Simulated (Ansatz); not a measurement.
## CdSe (Cadmoselite): electrostatic potential with PBE+D3(BJ)

**Measured values to compare with.**

From a printed reference work, data compilation, for a bulk crystal of CdSe at 2 K: band gap 1.841 eV.

The system is CdSe (Cadmoselite).

```
Cd Se
1.0
     4.30000    0.00000    0.00000
    -2.15000    3.72391    0.00000
     0.00000    0.00000    7.02000
Cd Se
2 2
Direct
  0.66667 0.33333 0.50000
  0.33333 0.66667 0.00000
  0.66667 0.33333 0.88500
  0.33333 0.66667 0.38500
```

```
Program             : Ansatz 0.2.0
Task                : electrostatic potential
Functional          : PBE
Dispersion          : D3(BJ)
Potentials or basis : Ansatz PAW
Cutoff              : 420 eV (not typed: the program's choice for these potentials)
k mesh              : 7 × 7 × 4
Occupations         : fermi-dirac, width 0.05 eV
Spin                : no spin polarisation
```

The pressure is 0.9 GPa and the largest force is 0.283 eV/Å. The band gap on the k mesh is 0.70 eV, direct.

Forces on the atoms (eV/Å):
```
Cd   0.000  0.000  0.283
Cd   0.000  0.000  0.283
Se   0.000  0.000 -0.283
Se   0.000  0.000 -0.283
```

Stress tensor (GPa, compression positive):
```
 1.61  0.00  0.00
 0.00  1.61  0.00
 0.00  0.00 -0.40
```

Levels at points of the mesh, in eV from the valence-band top:
| k point | band 34 | band 35 | band 36 | band 37 | band 38 | band 39 |
| --- | --- | --- | --- | --- | --- | --- |
| (0.00, 0.00, 0.00) | -0.01 | 0.00 | 0.00 | 0.70 | 2.12 | 5.89 |
| (0.00, 0.00, -0.50) | -0.37 | -0.37 | -0.37 | 2.34 | 2.34 | 5.82 |

Run time: 11 s on 2 threads of Intel(R) Xeon(R) Processor @ 2.50GHz (Skylake/Cascade Lake) (shared host), peak memory 0.43 GiB.

Measured gap of CdSe: 1.841 eV (2 K; a printed reference work, data compilation). This calculation gives 0.70 eV (-1.14 eV). So large a miss can be the level of theory's own, or it may mean another phase, state or a wrong row. Spin-orbit coupling on Cd, Se is left out. The value is that of PBE+D3(BJ), without temperature or zero-point motion. Semilocal functionals fall short of measured gaps as a rule.

Caveat: odd divisions of the mesh miss points on the zone boundary, where band edges often lie, so the gap on the mesh can be too wide.
